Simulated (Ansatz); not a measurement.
Crystal: CuAu.

```
CELL_PARAMETERS angstrom
2.81075 0.00000 0.00000
0.00000 2.81075 0.00000
0.00000 0.00000 3.68500
ATOMIC_POSITIONS crystal
Au 0.00000 0.00000 0.00000
Cu 0.50000 0.50000 0.50000
```

| Item | Value |
| --- | --- |
| Program | Ansatz 0.2.0 |
| Task | relaxation of cell and atoms |
| Functional | LDA |
| Potentials or basis | Ansatz PAW |
| Cutoff | 420 eV (not typed: the program's choice for these potentials) |
| k mesh | 7 × 7 × 5 |
| Occupations | fermi-dirac, width 0.05 eV |
| Spin | no spin polarisation |

At the start: volume 14.56 Å³/atom.

Question: How do energy, volume and symmetry change on relaxing?

Answer: It ends after 7 steps and the volume is 13.76 Å³/atom (-5.5 %); space group P4/mmm (No. 123, to 0.05 Å).

The path:
| step | energy change (eV) | largest force (eV/Å) | volume (Å³) |
| --- | --- | --- | --- |
| 1 | 0.0000 | 0.0000 | 29.11 |
| 2 | -0.0372 | 0.0000 | 26.84 |
| 3 | -0.0493 | 0.0000 | 27.63 |
| 4 | -0.0499 | 0.0000 | 27.55 |
| 5 | -0.0508 | 0.0000 | 27.47 |
| 6 | -0.0508 | 0.0000 | 27.51 |
| 7 | -0.0501 | 0.0000 | 27.51 |

Final structure:
```
Au Cu
1.0
     2.78673    0.00000    0.00000
     0.00000    2.78673    0.00000
     0.00000    0.00000    3.54285
Au Cu
1 1
Direct
  0.00000 0.00000 0.00000
  0.50000 0.50000 0.50000
```

Caveat: the plane-wave basis is chosen anew once the cell has moved, so the energies of steps on either side of that aren't comparable; the PAW data sets come from PBE, with cores solved anew for the run's functional, which leaves a small shift of forces and pressure.
